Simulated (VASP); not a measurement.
# W3C in VASP: notebook

One slab, W3C, is run at these levels: PBE; tasks: single point.

Program: VASP 6.6.1. These are calculated values, not measurements. Logs are shortened: lines on timing, memory, paths and dates and some standing lists are left out, and cuts for length are marked.

### Step 1. The cell of the first run

The cell holds a slab with vacuum, 4 atoms: a = 2.855 Å, b = 2.855 Å, c = 20.197 Å, α = 90.00°, β = 90.00°, γ = 120.00°.

### Step 2. Single point, PBE (C over (0/6, 1/6) of the surface cell, its height relaxed)

File INCAR:

```
SYSTEM = W3C
PREC = Accurate
ENCUT = 520
EDIFF = 1E-7
ISMEAR = 0
SIGMA = 0.1
LREAL = .False.
LASPH = .True.
NELM = 100
ALGO = Fast
ISIF = 2
LWAVE = .False.
LCHARG = .False.
LDIPOL = .True.
IDIPOL = 3
DIPOL = 0.5 0.5 0.366
GGA = PE
NBANDS = 31
```

File KPOINTS:

```
Automatic mesh
0
Gamma
  9 9 1
  0 0 0
```

File POSCAR:

```
W3C
1.0
    2.8545944806      0.0000000000      0.0000000000
   -1.4272972403      2.4721513377      0.0000000000
    0.0000000000      0.0000000000     20.1971108355
W C
3 1
Direct
    0.6666666667      0.3333333333      0.1980481284
    0.3333333333      0.6666666667      0.3143337982
    0.0000000000      0.0000000000      0.4306116309
    0.0000000000      0.1666666667      0.5207315640
```

Potentials or basis: VASP PAW PBE potentials, release 64 (W_sv, C).

The run is started by

```console
$ cat potpaw_PBE.64/W_sv/POTCAR potpaw_PBE.64/C/POTCAR > POTCAR
$ mpirun -np 1 vasp_std > vasp.out
```

OUTCAR:

```text
SYSTEM = W3C
   PREC = Accurate
   ENCUT = 520
   EDIFF = 1E-7
   ISMEAR = 0
   LREAL = .False.
   LASPH = .True.
   NELM = 100
   ISIF = 2
   GGA = PE

 ion  position               nearest neighbor table
   1  0.667  0.333  0.198-   2 2.87   2 2.87   2 2.87
   2  0.333  0.667  0.314-   3 2.87   3 2.87   3 2.87   1 2.87   1 2.87   1 2.87
   3  0.000  0.000  0.431-   4 1.88   2 2.87   2 2.87   2 2.87
   4  0.000  0.167  0.521-   3 1.88

  LATTYP: Found a hexagonal cell.
 ALAT       =     2.8545944806
 C/A-ratio  =     7.0752994770

  Lattice vectors:

 A1 = (   2.8545944806,   0.0000000000,   0.0000000000)
 A2 = (  -1.4272972403,   2.4721513377,   0.0000000000)
 A3 = (   0.0000000000,   0.0000000000,  20.1971108355)

Analysis of symmetry for initial positions (statically):
=====================================================================
 Subroutine PRICEL returns:
 Original cell was already a primitive cell.

 Routine SETGRP: Setting up the symmetry group for a
 hexagonal supercell.

 Subroutine GETGRP returns: Found  1 space group operations
 (whereof  1 operations were pure point group operations)
 out of a pool of 24 trial point group operations.

The static configuration has the point symmetry C_1 .

Analysis of symmetry for dynamics (positions and initial velocities):
=====================================================================
 Subroutine PRICEL returns:
 Original cell was already a primitive cell.

 Routine SETGRP: Setting up the symmetry group for a
 hexagonal supercell.

 Subroutine GETGRP returns: Found  1 space group operations
 (whereof  1 operations were pure point group operations)
 out of a pool of 24 trial point group operations.

The dynamic configuration has the point symmetry C_1 .

 Subroutine INISYM returns: Found  1 space group operations
 (whereof  1 operations are pure point group operations),
 and found     1 'primitive' translations

----------------------------------------------------------------------------------------

                                     Primitive cell

  volume of cell :     142.5308

  direct lattice vectors                    reciprocal lattice vectors
     2.854594481  0.000000000  0.000000000     0.350312455  0.202252990  0.000000000
    -1.427297240  2.472151338  0.000000000     0.000000000  0.404505980  0.000000000
     0.000000000  0.000000000 20.197110835     0.000000000  0.000000000  0.049512032

  length of vectors
     2.854594481  2.854594481 20.197110835     0.404505980  0.404505980  0.049512032

  position of ions in fractional coordinates (direct lattice)
     0.666666667  0.333333333  0.198048128
     0.333333333  0.666666667  0.314333798
     0.000000000  0.000000000  0.430611631
     0.000000000  0.166666667  0.520731564

  ion indices of the primitive-cell ions
   primitive index   ion index
                 1           1
                 2           2
                 3           3
                 4           4

----------------------------------------------------------------------------------------

 KPOINTS: Automatic mesh

Automatic generation of k-mesh.
 Grid dimensions read from file:
 generate k-points for:    9    9    1

 Generating k-lattice:

  Cartesian coordinates                     Fractional coordinates (reciprocal lattice)
     0.038923606  0.022472554  0.000000000     0.111111111  0.000000000  0.000000000
     0.000000000  0.044945109  0.000000000     0.000000000  0.111111111  0.000000000
     0.000000000  0.000000000  0.049512032     0.000000000  0.000000000  1.000000000

  Length of vectors
     0.044945109  0.044945109  0.049512032

  Shift w.r.t. Gamma in fractional coordinates (k-lattice)
     0.000000000  0.000000000  0.000000000

 Subroutine IBZKPT returns following result:
 ===========================================

 Found     41 irreducible k-points:

 Following reciprocal coordinates:
            Coordinates               Weight
  0.000000  0.000000  0.000000      1.000000
  0.111111 -0.000000  0.000000      2.000000
  0.000000  0.111111  0.000000      2.000000
 -0.111111  0.111111  0.000000      2.000000
  0.222222 -0.000000  0.000000      2.000000
  0.000000  0.222222  0.000000      2.000000
[... 16 lines left out ...]
  0.333333  0.111111  0.000000      2.000000
 -0.111111  0.444444  0.000000      2.000000
 [... further k-points ...]
   k-points           NKPTS =     41   k-points in BZ     NKDIM =     41   number of bands    NBANDS=     31
   number of dos      NEDOS =    301   number of ions     NIONS =      4
   total plane-waves  NPLWV =  86400
   dimension x,y,z NGX =    24 NGY =   24 NGZ =  150
   dimension x,y,z NGXF=    48 NGYF=   48 NGZF=  300
   ions per type =               3   1
   NGX,Y,Z   is equivalent  to a cutoff of  13.98, 13.98, 12.35 a.u.
   NGXF,Y,Z  is equivalent  to a cutoff of  27.95, 27.95, 24.69 a.u.
 SYSTEM =  W3C
   PREC   = accura    normal or accurate (medium, high low for compatibility)
   ISTART =      0    job   : 0-new  1-cont  2-samecut
   ICHARG =      2    charge: 1-file 2-atom 10-const
   ISPIN  =      1    spin polarized calculation?
   LNONCOLLINEAR =      F non collinear calculations
   LSORBIT =      F    spin-orbit coupling
   LASPH  =      T    aspherical Exc in radial PAW
   ENCUT  =  520.0 eV  38.22 Ry    6.18 a.u.   5.31  5.31 37.55*2*pi/ulx,y,z
   NELM   =    100;   NELMIN=  2; NELMDL= -5     # of ELM steps
   EDIFF  = 0.1E-06   stopping-criterion for ELM
   LREAL  =      F    real-space projection
   EDIFFG = 0.1E-05   stopping-criterion for IOM
   NSW    =      0    number of steps for IOM
   IBRION =     -1    ionic relax: 0-MD 1-quasi-New 2-CG
   NFREE  =      0    steps in history (QN), initial steepest desc. (CG)
   ISIF   =      2    stress and relaxation
   ISYM   =      2    0-nonsym 1-usesym 2-fastsym
   POTIM  = 0.5000    time-step for ionic-motion
   TEBEG  =    0.0;   TEEND  =   0.0 temperature during run
   PSTRESS=    0.0 pullay stress
   NELECT =      46.0000    total number of electrons
   NUPDOWN=      -1.0000    fix difference up-down
   EMIN   =  10.00;   EMAX   =-10.00  energy-range for DOS
   EFERMI =   0.00;   METHOD = LEGACY
   ISMEAR =     0;   SIGMA  =   0.10  broadening in eV -4-tet -1-fermi 0-gaus
   EFERMI_NEDOS =   21; number of points for ismear=-14 and -15
   IALGO  =     68    algorithm
   IMIX   =      4    mixing-type and parameters
     AMIX     =   0.40;   BMIX     =  1.00
     AMIX_MAG =   1.60;   BMIX_MAG =  1.00
  volume/ion in A,a.u.               =      35.63       240.46
  Fermi-wavevector in a.u.,A,eV,Ry     =   1.122943  2.122055 17.156972  1.261002
  Thomas-Fermi vector in A             =   2.259607
   LORBIT       =      0    0 simple, 1 ext, 2 COOP (PROOUT), +10 PAW based schemes
   GGA     = PE    functional components
   LHFCALC =     F    Hartree Fock is set to
   AEXX    =    0.0000 exact exchange contribution
   IVDW    =     0    specifies the selected vdW correction
   LEPSILON=     F    determine dielectric tensor
   LRPA    =     F    only Hartree local field effects (RPA)
 non-spin polarized calculation
 RMM-DIIS sequential band-by-band and
 Gauss-broadening in eV      SIGMA  =   0.10
  energy-cutoff  :      520.00
  volume of cell :      142.53
 maximum number of plane-waves:      3867
 NGX is ok and might be reduce to    24
   NGX = 11   NGY = 11   NGZ = 75

 dipolmoment           0.000000      0.000000     -0.400380 electrons x Angstroem

 number of electron      46.0000000 magnetization

 dipolmoment           0.000000      0.000000      0.081569 electrons x Angstroem

 Free energy of the ion-electron system (eV)
  ---------------------------------------------------
  ext. energy  EPLUGINS =         0.00000000
  ---------------------------------------------------
  free energy    TOTEN  =       -40.94004479 eV

  energy without entropy =      -40.91518304  energy(sigma->0) =      -40.92761392

 E-fermi :   0.3298     XC(G=0):  -6.3235

 val. band max:        0.3242169162   @ k =  -0.1111   0.4444   0.0000
 cond. band min:       0.3403912088   @ k =   0.3333   0.3333   0.0000
 fundamental gap:      0.0161742926
 Fermi energy:         0.3298189585

 k-point     1 :       0.0000    0.0000    0.0000
  band No.  band energies     occupation
      1     -73.4693      2.00000
      2     -73.4090      2.00000
      3     -73.1461      2.00000
      4     -38.0858      2.00000
      5     -37.6614      2.00000
      6     -37.2841      2.00000
[... 23 lines left out ...]
     30       2.9003      0.00000
     31       3.9715      0.00000

 k-point     2 :       0.1111   -0.0000    0.0000
  band No.  band energies     occupation
      1     -73.4600      2.00000
      2     -73.4020      2.00000
      3     -73.1381      2.00000
      4     -38.0556      2.00000
      5     -37.6626      2.00000
      6     -37.3246      2.00000
[... 23 lines left out ...]
     30       2.9489      0.00000
     31       4.0040      0.00000

 k-point     3 :       0.0000    0.1111    0.0000
  band No.  band energies     occupation
      1     -73.4600      2.00000
      2     -73.4020      2.00000
      3     -73.1381      2.00000
      4     -38.0555      2.00000
      5     -37.6621      2.00000
      6     -37.3144      2.00000
[... 23 lines left out ...]
     30       2.9626      0.00000
     31       3.9752      0.00000

 k-point     4 :      -0.1111    0.1111    0.0000
  band No.  band energies     occupation
      1     -73.4600      2.00000
      2     -73.4020      2.00000
      3     -73.1381      2.00000
      4     -38.0554      2.00000
      5     -37.6632      2.00000
      6     -37.3410      2.00000
[... 23 lines left out ...]
     30       2.9536      0.00000
     31       4.2488      0.00000

 k-point     5 :       0.2222   -0.0000    0.0000
  band No.  band energies     occupation
      1     -73.4362      2.00000
      2     -73.3844      2.00000
      3     -73.1177      2.00000
      4     -37.9810      2.00000
      5     -37.7277      2.00000
      6     -37.5044      2.00000
[... 23 lines left out ...]
     30       3.0542      0.00000
     31       3.9728      0.00000
[... 542 lines left out ...]
     30       3.7178      0.00000
     31       4.0055      0.00000

 k-point    22 :       0.3333   -0.1111    0.0000
  band No.  band energies     occupation
      1     -73.4176      2.00000
      2     -73.3712      2.00000
      3     -73.1021      2.00000
      4     -37.9353      2.00000
      5     -37.8416      2.00000
      6     -37.6110      2.00000
[... 23 lines left out ...]
     30       3.6843      0.00000
     31       3.9908      0.00000

 k-point    23 :       0.3333    0.1111    0.0000
  band No.  band energies     occupation
      1     -73.3943      2.00000
      2     -73.3555      2.00000
      3     -73.0829      2.00000
      4     -38.0362      2.00000
      5     -37.9357      2.00000
      6     -37.7758      2.00000
[... 23 lines left out ...]
     30       4.7592      0.00000
     31       5.4429      0.00000

 k-point    24 :      -0.1111    0.4444    0.0000
  band No.  band energies     occupation
      1     -73.3943      2.00000
      2     -73.3555      2.00000
      3     -73.0828      2.00000
      4     -38.0315      2.00000
      5     -37.9328      2.00000
      6     -37.7733      2.00000
[... 23 lines left out ...]
     30       4.9522      0.00000
     31       5.5659      0.00000

 [... further k-points ...]

------------------------ aborting loop because EDIFF is reached ----------------------------------------

 vacuum level on the upper side and lower side of the slab       (xc-potential included)         0.942        -1.157

  FORCE on cell =-STRESS in cart. coord.  units (eV):
  Direction    XX          YY          ZZ          XY          YZ          ZX
  --------------------------------------------------------------------------------------
  -------------------------------------------------------------------------------------
  Total       -3.1044194     -4.0804775      0.2390572     -0.2036567      2.0203066     -1.1943770
  in kB      -34.8965301    -45.8683212      2.6872234     -2.2892890     22.7101047    -13.4258962
  external PRESSURE =     -26.0258760 kB  Pullay stress =       0.0000000 kB

 VOLUME and BASIS-vectors are now :
 -----------------------------------------------------------------------------
  energy-cutoff  :      520.00
  volume of cell :      142.53
      direct lattice vectors                 reciprocal lattice vectors
     2.854594481  0.000000000  0.000000000     0.350312455  0.202252990  0.000000000
    -1.427297240  2.472151338  0.000000000     0.000000000  0.404505980  0.000000000
     0.000000000  0.000000000 20.197110835     0.000000000  0.000000000  0.049512032

 POSITION                                       TOTAL-FORCE (eV/Angst)
 -----------------------------------------------------------------------------------
      1.42730      0.82405      4.00000        -0.017967      0.029150     -0.110343
     -0.00000      1.64810      6.34863         0.010117      0.064838      0.193643
      0.00000      0.00000      8.69711         0.697352     -1.362844     -0.198280
     -0.23788      0.41203     10.51727        -0.689502      1.268855      0.114979
 -----------------------------------------------------------------------------------
    total drift:                                0.000006      0.000000      0.000283

  FREE ENERGIE OF THE ION-ELECTRON SYSTEM (eV)
  ---------------------------------------------------
  free  energy   TOTEN  =       -40.9400447938 eV

  energy  without entropy=      -40.9151830415  energy(sigma->0) =      -40.92761392

 vacuum level on the upper side and lower side of the slab         7.365         5.217
```

Run time: 5.6 min. Hardware: 1 thread of Intel Xeon Platinum 8488C (Sapphire Rapids), shared host; peak memory 0.36 GiB.

What came out:

- Free energy: -40.9400 eV
- Largest force: 1.544 eV/Å
- Band gap on the k mesh: none (metal or under the smearing width)

Forces on the atoms (eV/Å):
```
W   -0.018  0.029 -0.110
W    0.010  0.065  0.194
W    0.697 -1.363 -0.198
C   -0.690  1.269  0.115
```

Levels at points of the mesh, in eV from the Fermi level:
```tsv
k point	band 20	band 21	band 22	band 23	band 24	band 25	band 26	band 27
(0.00, 0.00, 0.00)	-0.58	-0.56	-0.29	-0.24	-0.01	0.01	0.39	1.47
```

The run has no spin-orbit coupling, so splittings on W are missing.

### Step 3. Single point, PBE (C over (2/6, 4/6) of the surface cell, its height relaxed)

File INCAR:

```
SYSTEM = W3C
  ALGO = Fast
  DIPOL = 0.5 0.5 0.357
  EDIFF = 1E-6
  ENCUT = 520
  GGA = PE
  IDIPOL = 3
  ISIF = 2
  ISMEAR = 0
  LASPH = .True.
  LCHARG = .False.
  LDIPOL = .True.
  LREAL = .False.
  LWAVE = .False.
  NBANDS = 31
  NELM = 100
  PREC = Accurate
  SIGMA = 0.1
```

File KPOINTS:

```
k-points
0
Gamma
  9 9 1
  0 0 0
```

POSCAR: that of step 2 with these lines changed.

```diff
@@ -11,2 +11,2 @@
     0.0000000000      0.0000000000      0.4306116309
-    0.0000000000      0.1666666667      0.5207315640
+    0.3333333333      0.6666666667      0.4844785185
```

Potentials or basis: VASP PAW PBE potentials, release 64 (W_sv, C).

The run is started by

```console
$ cat potpaw_PBE.64/W_sv/POTCAR potpaw_PBE.64/C/POTCAR > POTCAR
$ mpirun -np 1 vasp_std > vasp.out
```

Wall time 97 s (1 thread of Intel Xeon Platinum 8488C (Sapphire Rapids), shared host); peak memory 0.29 GiB.

The run converged. Its results:

| Item | Value |
| --- | --- |
| Free energy | -43.4605 eV |
| Largest force | 1.125 eV/Å |
| Band gap on the k mesh | none (metal or under the smearing width) |

Forces on the atoms (eV/Å):
```
W    0.000  0.000 -0.107
W    0.000  0.000 -1.118
W    0.000  0.000  1.125
C    0.000  0.000  0.100
```

Levels at points of the mesh, in eV from the Fermi level:
```tsv
k point	band 21	band 22	band 23	band 24	band 25	band 26
(0.00, 0.00, 0.00)	-0.43	-0.43	-0.10	-0.10	0.16	1.21
```
